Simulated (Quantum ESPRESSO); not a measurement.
# Sb (Im-3m) in Quantum ESPRESSO: a series of runs

The runs below take Sb through band structure, single point, equation of state, with LDA, r2SCAN.

Everything below comes from runs of Quantum ESPRESSO 7.5. Logs are shortened: lines on timing, memory, paths and dates and some standing lists are left out, and cuts for length are marked.

### 1 The crystal as given

Symmetry: Im-3m, No. 229, cubic system. The conventional cell has a = 3.743 Å, b = 3.743 Å, c = 3.743 Å, α = 90.00°, β = 90.00°, γ = 90.00°. Around Sb (site symmetry m-3m) lie 8 Sb at 3.24 Å.

This isn't the form of Sb at room conditions, which is rhombohedral.

### 2 Band structure, LDA

Contents of pw.in:

```
&CONTROL
  calculation = 'scf'
  prefix = 'pwscf'
  outdir = './tmp'
  pseudo_dir = './pseudo'
  tprnfor = .true.
  tstress = .true.
  disk_io = 'low'
/
&SYSTEM
  ibrav = 0
  nat = 1
  ntyp = 1
  ecutwfc = 45
  ecutrho = 360
  nbnd = 13
  occupations = 'smearing'
  smearing = 'fd'
  degauss = 0.00367493
/
&ELECTRONS
  conv_thr = 2d-10
  electron_maxstep = 120
  mixing_beta = 0.5
/
ATOMIC_SPECIES
Sb   121.7600 sb_lda_v1.4.uspp.F.UPF
CELL_PARAMETERS angstrom
  -1.8713408863    1.8713408863    1.8713408863
   1.8713408863   -1.8713408863    1.8713408863
   1.8713408863    1.8713408863   -1.8713408863
ATOMIC_POSITIONS crystal
Sb     0.0000000000    0.0000000000    0.0000000000
K_POINTS automatic
10 10 10 0 0 0
```

Contents of bands.in:

```
&CONTROL
  calculation = 'bands'
  prefix = 'pwscf'
  outdir = './tmp'
  pseudo_dir = './pseudo'
  disk_io = 'low'
  verbosity = 'high'
/
&SYSTEM
  ibrav = 0
  nat = 1
  ntyp = 1
  ecutwfc = 45
  ecutrho = 360
  nbnd = 13
  occupations = 'smearing'
  smearing = 'fd'
  degauss = 0.00367493
/
&ELECTRONS
  conv_thr = 1d-08
  electron_maxstep = 120
  mixing_beta = 0.5
  diago_full_acc = .true.
  startingwfc = 'random'
/
ATOMIC_SPECIES
Sb   121.7600 sb_lda_v1.4.uspp.F.UPF
CELL_PARAMETERS angstrom
  -1.8713408863    1.8713408863    1.8713408863
   1.8713408863   -1.8713408863    1.8713408863
   1.8713408863    1.8713408863   -1.8713408863
ATOMIC_POSITIONS crystal
Sb     0.0000000000    0.0000000000    0.0000000000
K_POINTS crystal
60
 0.0000000000  0.0000000000  0.0000000000 1
 0.0416666667 -0.0416666667  0.0416666667 1
 0.0833333333 -0.0833333333  0.0833333333 1
 0.1250000000 -0.1250000000  0.1250000000 1
 0.1666666667 -0.1666666667  0.1666666667 1
 0.2083333333 -0.2083333333  0.2083333333 1
 0.2500000000 -0.2500000000  0.2500000000 1
 0.2916666667 -0.2916666667  0.2916666667 1
 0.3333333333 -0.3333333333  0.3333333333 1
 0.3750000000 -0.3750000000  0.3750000000 1
 0.4166666667 -0.4166666667  0.4166666667 1
 0.4583333333 -0.4583333333  0.4583333333 1
 0.5000000000 -0.5000000000  0.5000000000 1
 0.4375000000 -0.4375000000  0.5000000000 1
 0.3750000000 -0.3750000000  0.5000000000 1
 0.3125000000 -0.3125000000  0.5000000000 1
 0.2500000000 -0.2500000000  0.5000000000 1
 0.1875000000 -0.1875000000  0.5000000000 1
 0.1250000000 -0.1250000000  0.5000000000 1
 0.0625000000 -0.0625000000  0.5000000000 1
 0.0000000000  0.0000000000  0.5000000000 1
 0.0000000000  0.0000000000  0.4444444444 1
 0.0000000000  0.0000000000  0.3888888889 1
 0.0000000000  0.0000000000  0.3333333333 1
 0.0000000000  0.0000000000  0.2777777778 1
 0.0000000000  0.0000000000  0.2222222222 1
 0.0000000000  0.0000000000  0.1666666667 1
 0.0000000000  0.0000000000  0.1111111111 1
 0.0000000000  0.0000000000  0.0555555556 1
 0.0000000000  0.0000000000  0.0000000000 1
 0.0227272727  0.0227272727  0.0227272727 1
 0.0454545455  0.0454545455  0.0454545455 1
 0.0681818182  0.0681818182  0.0681818182 1
 0.0909090909  0.0909090909  0.0909090909 1
 0.1136363636  0.1136363636  0.1136363636 1
 0.1363636364  0.1363636364  0.1363636364 1
 0.1590909091  0.1590909091  0.1590909091 1
 0.1818181818  0.1818181818  0.1818181818 1
 0.2045454545  0.2045454545  0.2045454545 1
 0.2272727273  0.2272727273  0.2272727273 1
 0.2500000000  0.2500000000  0.2500000000 1
 0.2708333333  0.1875000000  0.2708333333 1
 0.2916666667  0.1250000000  0.2916666667 1
 0.3125000000  0.0625000000  0.3125000000 1
 0.3333333333  0.0000000000  0.3333333333 1
 0.3541666667 -0.0625000000  0.3541666667 1
 0.3750000000 -0.1250000000  0.3750000000 1
 0.3958333333 -0.1875000000  0.3958333333 1
 0.4166666667 -0.2500000000  0.4166666667 1
 0.4375000000 -0.3125000000  0.4375000000 1
 0.4583333333 -0.3750000000  0.4583333333 1
 0.4791666667 -0.4375000000  0.4791666667 1
 0.5000000000 -0.5000000000  0.5000000000 1
 0.2500000000  0.2500000000  0.2500000000 1
 0.2083333333  0.2083333333  0.2916666667 1
 0.1666666667  0.1666666667  0.3333333333 1
 0.1250000000  0.1250000000  0.3750000000 1
 0.0833333333  0.0833333333  0.4166666667 1
 0.0416666667  0.0416666667  0.4583333333 1
 0.0000000000  0.0000000000  0.5000000000 1
```

Potentials or basis: GBRV 1.5 LDA.

Command:

```console
OMP_NUM_THREADS=1 mpirun -n 2 pw.x -nk 2 -in pw.in > pw.out
OMP_NUM_THREADS=1 mpirun -n 2 pw.x -nk 2 -in bands.in > bands.out
```

pw.out:

```text
This program is part of the open-source Quantum ESPRESSO suite
     for quantum simulation of materials; please cite
[... 13 lines left out ...]
     --------------------
     sticks:   dense  smooth     PW     G-vecs:    dense   smooth      PW
     Sum        1027     507    197                20473     7155    1721

     Using Slab Decomposition

     bravais-lattice index     =            0
     lattice parameter (alat)  =       6.1251  a.u.
     unit-cell volume          =     176.8949 (a.u.)^3
     number of atoms/cell      =            1
     number of atomic types    =            1
     number of electrons       =        15.00
     number of Kohn-Sham states=           13
     kinetic-energy cutoff     =      45.0000  Ry
     charge density cutoff     =     360.0000  Ry
     scf convergence threshold =      2.0E-10
     mixing beta               =       0.5000
     number of iterations used =            8  plain     mixing
     Exchange-correlation=  SLA  PZ   NOGX NOGC
                           (   1   1   0   0   0   0   0)

     celldm(1)=   6.125089  celldm(2)=   0.000000  celldm(3)=   0.000000
     celldm(4)=   0.000000  celldm(5)=   0.000000  celldm(6)=   0.000000

     crystal axes: (cart. coord. in units of alat)
               a(1) = (  -0.577350   0.577350   0.577350 )
               a(2) = (   0.577350  -0.577350   0.577350 )
               a(3) = (   0.577350   0.577350  -0.577350 )

     reciprocal axes: (cart. coord. in units 2 pi/alat)
               b(1) = ( -0.000000  0.866025  0.866025 )
               b(2) = (  0.866025 -0.000000  0.866025 )
               b(3) = (  0.866025  0.866025  0.000000 )

     PseudoPot. # 1 for Sb read from file:
     sb_lda_v1.4.uspp.F.UPF
     Pseudo is Ultrasoft + core correction, Zval = 15.0
     Generated by new atomic code, or converted to UPF format
     Using radial grid of  891 points,  6 beta functions with:
                l(1) =   0
                l(2) =   0
                l(3) =   1
                l(4) =   1
                l(5) =   2
                l(6) =   2
     Q(r) pseudized with  8 coefficients,  rinner =    1.350   1.350   1.350
                                                       1.350   1.350

     atomic species   valence    mass     pseudopotential
     Sb               15.00   121.76000     Sb( 1.00)

     48 Sym. Ops., with inversion, found

   Cartesian axes

     site n.     atom                  positions (alat units)
         1        Sb     tau(   1) = (   0.0000000   0.0000000   0.0000000  )

     number of k points=    47  Fermi-Dirac smearing, width (Ry)=  0.0037
                       cart. coord. in units 2pi/alat
        k(    1) = (   0.0000000   0.0000000   0.0000000), wk =   0.0020000
        k(    2) = (   0.0866025   0.0866025   0.0000000), wk =   0.0240000
        k(    3) = (   0.1732051   0.1732051   0.0000000), wk =   0.0240000
        k(    4) = (   0.2598076   0.2598076   0.0000000), wk =   0.0240000
        k(    5) = (   0.3464102   0.3464102   0.0000000), wk =   0.0240000
        k(    6) = (  -0.4330127  -0.4330127   0.0000000), wk =   0.0120000
[... 39 lines left out ...]
        k(   46) = (  -0.8660254  -0.0866025  -0.0866025), wk =   0.0240000
        k(   47) = (  -0.8660254  -0.8660254  -0.8660254), wk =   0.0020000

     Dense  grid:    20473 G-vectors     FFT dimensions: (  40,  40,  40)

     Smooth grid:     7155 G-vectors     FFT dimensions: (  27,  27,  27)

     Check: negative core charge=   -0.000003

     Initial potential from superposition of free atoms

     starting charge      14.0000, renormalised to      15.0000
     Starting wfcs are    9 randomized atomic wfcs +    4 random wfcs

     Self-consistent Calculation

     iteration #  1     ecut=    45.00 Ry     beta= 0.50
     Davidson diagonalization with overlap
     ethr =  1.00E-02,  avg # of iterations =  5.5

     total energy              =    -184.34881341 Ry
     estimated scf accuracy    <       1.00578730 Ry
[... 50 lines left out ...]
     iteration #  9     ecut=    45.00 Ry     beta= 0.50
     Davidson diagonalization with overlap
     ethr =  1.33E-12,  avg # of iterations =  2.0

     End of self-consistent calculation

          k = 0.0000 0.0000 0.0000 (   935 PWs)   bands (ev):

   -17.2252 -17.2252 -17.2252 -17.1460 -17.1460  -1.2107  17.4619  17.4619
    17.4619  23.3797  23.3797  23.3797  24.0443
[... 18 lines left out ...]
   -17.2458 -17.2040 -17.1524 -17.1506 -17.1070   2.0176   7.4980  13.8317
    15.8283  18.7457  19.3342  25.2080  26.7528

          k =-0.4330-0.4330 0.0000 (   886 PWs)   bands (ev):

   -17.2479 -17.2053 -17.1511 -17.1496 -17.0942   2.9430   6.1573  13.5896
    15.6761  18.5583  19.1566  26.0199  27.6676

          k = 0.1732 0.0866 0.0866 (   916 PWs)   bands (ev):
[... 81 lines left out ...]
   -17.2190 -17.1645 -17.1645 -17.1455 -17.1455   3.7901   8.2398   8.2398
    12.0226  23.9498  26.0434  26.0434  29.3346

          k =-0.0000-0.1732 0.3464 (   910 PWs)   bands (ev):

   -17.2272 -17.1977 -17.1632 -17.1516 -17.1414   0.8885  10.2179  13.8759
    15.2525  19.7620  20.8936  22.0791  28.0675

          k = 0.0866-0.0866 0.3464 (   906 PWs)   bands (ev):
[... 46 lines left out ...]
   -17.1901 -17.1901 -17.1837 -17.1735 -17.1531   0.4832  12.9652  13.7314
    13.7314  18.3610  23.6953  23.6953  24.6447

          k =-0.0000-0.0866 0.4330 (   901 PWs)   bands (ev):

   -17.1931 -17.1883 -17.1710 -17.1612 -17.1451   1.5070  10.6540  12.6824
    13.4771  17.8777  23.1902  23.5464  25.4030

          k = 0.0000-0.1732 0.5196 (   899 PWs)   bands (ev):
[... 21 lines left out ...]
   -17.1971 -17.1971 -17.1821 -17.1160 -17.1160   4.4182   8.4777   8.4777
    14.0910  18.6971  18.6971  22.3004  29.9215

          k =-0.0000-0.0000 0.5196 (   908 PWs)   bands (ev):

   -17.1986 -17.1785 -17.1535 -17.1535 -17.1470   2.5049  10.9517  11.6406
    11.6406  16.4486  22.2873  25.9512  25.9512

          k = 0.0000-0.0866 0.6062 (   899 PWs)   bands (ev):
[... 26 lines left out ...]
   -17.2273 -17.2273 -17.1062 -17.1062 -17.1062   6.2356   9.8295   9.8295
     9.8295  14.9344  14.9344  30.3052  32.1329

     the Fermi energy is    11.8631 ev

!    total energy              =    -184.55352030 Ry
     estimated scf accuracy    <          1.1E-11 Ry
     smearing contrib. (-TS)   =      -0.00064506 Ry
     internal energy E=F+TS    =    -184.55287524 Ry

     The total energy is F=E-TS. E is the sum of the following terms:
     one-electron contribution =     -69.51181785 Ry
     hartree contribution      =      44.14453894 Ry
     xc contribution           =     -43.41169601 Ry
     ewald contribution        =    -115.77390033 Ry

     convergence has been achieved in   9 iterations

     Forces acting on atoms (cartesian axes, Ry/au):

     atom    1 type  1   force =     0.00000000    0.00000000    0.00000000

     Total force =     0.000000     Total SCF correction =     0.000000

     Computing stress (Cartesian axis) and pressure

          total   stress  (Ry/bohr**3)                   (kbar)     P=      -13.70
  -0.00009312  -0.00000000   0.00000000          -13.70       -0.00        0.00
   0.00000000  -0.00009312  -0.00000000            0.00      -13.70       -0.00
   0.00000000  -0.00000000  -0.00009312            0.00       -0.00      -13.70

=------------------------------------------------------------------------------=
   JOB DONE.
=------------------------------------------------------------------------------=
```

It took 7.4 s on 2 MPI ranks of AMD EPYC 9R45 (Zen 5), shared host; peak memory 0.18 GiB.

Results:

```
Free energy            : -2510.9786 eV
Pressure               : -1.4 GPa
Band gap on the k mesh : none (metal or under the smearing width)
```

Levels at the corners of the path, in eV from the Fermi level:
```tsv
point	band 4	band 5	band 6	band 7	band 8	band 9	band 10	band 11
Γ	-29.01	-29.01	-13.07	5.60	5.60	5.60	11.52	11.52
H	-28.97	-28.97	-5.63	-2.03	-2.03	-2.03	3.07	3.07
N	-29.01	-28.96	-8.92	-5.71	1.73	3.81	6.70	7.29
Γ	-29.01	-29.01	-13.07	5.60	5.60	5.60	11.52	11.52
P	-29.01	-29.01	-7.91	-2.81	-2.81	-2.81	16.14	16.14
H	-28.97	-28.97	-5.63	-2.03	-2.03	-2.03	3.07	3.07
P	-29.01	-29.01	-7.91	-2.81	-2.81	-2.81	16.14	16.14
N	-29.01	-28.96	-8.92	-5.71	1.73	3.81	6.70	7.29
```

Caveat: spin-orbit coupling is left out, which moves the levels of the heavy elements.

### 3 Band structure, r2SCAN

pw.in: that of step 2 with these lines changed.

```diff
@@ -13,5 +13,5 @@
   ntyp = 1
-  ecutwfc = 45
-  ecutrho = 360
+  ecutwfc = 70
   nbnd = 13
+  input_dft = 'r2scan'
   occupations = 'smearing'
@@ -19,5 +19,6 @@
   degauss = 0.00367493
+  nosym = .true.
 /
 &ELECTRONS
-  conv_thr = 2d-10
+  conv_thr = 1d-08
   electron_maxstep = 120
@@ -26,3 +27,3 @@
 ATOMIC_SPECIES
-Sb   121.7600 sb_lda_v1.4.uspp.F.UPF
+Sb   121.7600 Sb_ONCV_PBE-1.2.upf
 CELL_PARAMETERS angstrom
@@ -34,2 +35,2 @@
 K_POINTS automatic
-10 10 10 0 0 0
+8 8 8 0 0 0
```

bands.in: that of step 2 with these lines changed.

```diff
@@ -12,5 +12,5 @@
   ntyp = 1
-  ecutwfc = 45
-  ecutrho = 360
+  ecutwfc = 70
   nbnd = 13
+  input_dft = 'r2scan'
   occupations = 'smearing'
@@ -18,2 +18,3 @@
   degauss = 0.00367493
+  nosym = .true.
 /
@@ -27,3 +28,3 @@
 ATOMIC_SPECIES
-Sb   121.7600 sb_lda_v1.4.uspp.F.UPF
+Sb   121.7600 Sb_ONCV_PBE-1.2.upf
 CELL_PARAMETERS angstrom
```

Potentials or basis: SG15 PBE 1.2.

Command:

```console
OMP_NUM_THREADS=1 mpirun -n 2 pw.x -nk 2 -in pw.in > pw.out
OMP_NUM_THREADS=1 mpirun -n 2 pw.x -nk 2 -in bands.in > bands.out
```

Wall time 76 s (2 MPI ranks of AMD EPYC 9R45 (Zen 5), shared host); peak memory 0.22 GiB.

The run converged. Its results:

- Free energy: -1909.5803 eV
- Pressure: 0.2 GPa
- Band gap on the k mesh: none (metal or under the smearing width)

Levels at the corners of the path, in eV from the Fermi level:
| point | band 3 | band 4 | band 5 | band 6 | band 7 | band 8 | band 9 | band 10 | band 11 | band 12 |
| --- | --- | --- | --- | --- | --- | --- | --- | --- | --- | --- |
| Γ | -28.91 | -28.81 | -28.81 | -13.61 | 5.81 | 5.81 | 5.81 | 12.56 | 12.56 | 12.56 |
| H | -28.76 | -28.76 | -28.76 | -5.91 | -2.14 | -2.14 | -2.14 | 3.89 | 3.89 | 19.85 |
| N | -28.82 | -28.81 | -28.74 | -9.32 | -5.85 | 1.77 | 4.14 | 7.52 | 8.14 | 15.28 |
| Γ | -28.91 | -28.81 | -28.81 | -13.61 | 5.81 | 5.81 | 5.81 | 12.56 | 12.56 | 12.56 |
| P | -28.85 | -28.82 | -28.82 | -8.32 | -2.77 | -2.77 | -2.77 | 17.24 | 17.24 | 17.24 |
| H | -28.76 | -28.76 | -28.76 | -5.91 | -2.14 | -2.14 | -2.14 | 3.89 | 3.89 | 19.85 |
| P | -28.85 | -28.82 | -28.82 | -8.32 | -2.77 | -2.77 | -2.77 | 17.24 | 17.24 | 17.24 |
| N | -28.82 | -28.81 | -28.74 | -9.32 | -5.85 | 1.77 | 4.14 | 7.52 | 8.14 | 15.28 |

Caveat: the potentials were made for another functional, which shifts forces and pressure; spin-orbit coupling is left out, which moves the levels of the heavy elements.

(Continued in part 2 of 2.)
